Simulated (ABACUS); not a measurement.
As:

```xyz
2
Lattice="1.8808 1.0859 3.5141 -1.8808 1.0859 3.5141 0.0000 -2.1718 3.5141" Properties=species:S:1:pos:R:3 pbc="T T T"
As    0.0000    0.0000    2.3825
As    0.0000    0.0000    8.1597
```

Base run:

```yaml
Program: ABACUS 3.10.1
Functional: PBE
Potentials_or_basis: PseudoDojo NC SR 0.4.1 PBE standard
Cutoff: 1143 eV
Density_cutoff: 4572 eV
Basis: plane waves
k_mesh: 9 × 9 × 9
Occupations: fermi-dirac, width 0.05 eV
Spin: no spin polarisation
```

Its results: band gap on the k mesh none (metal or under the smearing width); pressure 3.8 GPa; largest force 0.440 eV/Å.

**Question.** The run is repeated on the same cell with these changes: cutoff from 1143 eV to 1361 eV; density cutoff from 4572 eV to 5442 eV; basis from plane waves to DZP LCAO (the cutoffs set its grid). What comes out?

**Answer.** Band gap on the k mesh none (metal or under the smearing width); pressure 4.9 GPa; largest force 0.672 eV/Å.

Caveats: the atomic orbitals were generated for these runs and aren't a published set (some runs); the basis of atomic orbitals isn't converged, which shifts pressures, moduli and gaps (some runs).

Not every run made on this cell is shown here.
